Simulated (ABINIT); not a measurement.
The system is Ge.

```
CELL_PARAMETERS angstrom
4.09041 0.00000 0.00000
-2.04520 3.54240 0.00000
0.00000 0.00000 3.32658
ATOMIC_POSITIONS crystal
Ge 0.66667 0.33333 0.14086
Ge 0.33333 0.66667 0.85914
```

The cell was built by a generator and needn't be a form met in nature.

Base run:

* Program: ABINIT 10.8.3 (patched build)
* Functional: PBE
* Potentials or basis: JTH PAW PBE v2.0
* Cutoff: 599 eV
* k mesh: 8 × 8 × 8
* Occupations: fermi-dirac, width 0.05 eV
* Spin: no spin polarisation

Its results: band gap on the k mesh none (metal or under the smearing width); pressure -2.0 GPa; largest force 0.006 eV/Å.

**Question.** The run is repeated on the same cell with these changes: potentials or basis from JTH PAW PBE v2.0 to Ansatz NC PBE; cutoff from 599 eV to 1088 eV. What comes out?

**Answer.** Band gap on the k mesh none (metal or under the smearing width); pressure -1.6 GPa; largest force 0.009 eV/Å.
